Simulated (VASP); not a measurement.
Crystal: BaTiO3.

```xyz
5
Lattice="4.0354 0.0000 0.0000 0.0000 4.0354 0.0000 0.0000 0.0000 4.0354" Properties=species:S:1:pos:R:3 pbc="T T T"
Ba    0.0000    0.0000    0.0000
Ti    2.0177    2.0177    2.0177
O     2.0177    2.0177    0.0000
O     0.0000    2.0177    2.0177
O     2.0177    0.0000    2.0177
```

```yaml
Program: VASP 6.6.1
Task: relaxation of cell and atoms
Functional: PBEsol
Potentials_or_basis: VASP PAW PBE potentials, release 64 (Ba_sv, Ti_sv, O)
Cutoff: 600 eV
k_mesh: 8 × 8 × 8
Occupations: gaussian, width 0.02 eV
Spin: no spin polarisation
```

At the start: pressure -6.4 GPa; volume 13.14 Å³/atom.

**Question.** How do energy, volume and symmetry change on relaxing?

**Answer.** Over 3 steps the energy falls by 10.5 meV/atom and the volume is 12.64 Å³/atom (-3.8 %); space group Pm-3m (No. 221, to 0.05 Å).

The path:
| step | energy change (eV) | largest force (eV/Å) | pressure (GPa) | volume (Å³) |
| --- | --- | --- | --- | --- |
| 1 | 0.0000 | 0.0000 | -6.39 | 65.72 |
| 2 | -0.0011 | 0.0000 | 7.31 | 60.85 |
| 3 | -0.0525 | 0.0000 | -0.04 | 63.20 |

Final structure:
```yaml
crystal:
  lattice:
    - [3.98322, 0.00000, 0.00000]
    - [0.00000, 3.98322, 0.00000]
    - [0.00000, 0.00000, 3.98322]
  atoms:
    - { symbol: Ba, position: [0.00000, 0.00000, 0.00000] }
    - { symbol: Ti, position: [0.50000, 0.50000, 0.50000] }
    - { symbol: O, position: [0.50000, 0.50000, 0.00000] }
    - { symbol: O, position: [0.00000, 0.50000, 0.50000] }
    - { symbol: O, position: [0.50000, 0.00000, 0.50000] }
```

Caveat: the PAW data sets were made with another functional, which shifts forces and pressure a little.
